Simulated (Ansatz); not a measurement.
## KBr: pressure against volume

KBr, Fm-3m, a = 6.701 Å. Ansatz: PBE, PAW, 420 eV, Γ-centred 6×6×6 mesh on 2 atoms, Gaussian smearing 0.02 eV; no spin polarisation. Symmetry fixes shape and atoms, so the cell is only scaled; pressure is positive in compression.

| V (Å³/atom) | P (GPa) |
| --- | --- |
| 33.097 | ? |
| 34.226 | 1.64 |
| 35.354 | 1.00 |
| 36.482 | 0.47 |
| 37.610 | 0.03 |
| 38.739 | -0.35 |
| 39.867 | -0.66 |
| 41.372 | -1.00 |

Take V0 = 37.610 Å³/atom, count pressures from its P0 = 0.03 GPa, fit the third-order Birch–Murnaghan form to the other rows, and predict the missing pressure.

With the Eulerian strain f = ½[(V0/V)^(2/3) − 1] and y = (P − P0)/[3f(1 + 2f)^(5/2)], the form is the line y = B0 + 1.5 B0 (B0′ − 4) f. Rows (f, y): 0.03244, 14.14; 0.02105, 13.86; 0.01025, 13.60; -0.00976, 13.63; -0.01905, 13.30; -0.03079, 13.07. Means f = 0.0006900, y = 13.600; Σ(Δf)² = 0.003004, ΣΔfΔy = 0.04473; the slope is their ratio. y = 13.59 + 14.89 f GPa, so B0 = 13.6 GPa and B0′ = 4 + 2 × (14.89)/(3 × 13.59) = 4.73. At V = 33.097, f = 0.04448, y = 14.252 and P = 2.38 GPa. The run gave 2.39 GPa, so the fit is 0.01 GPa too low, a small miss on the scale of the series.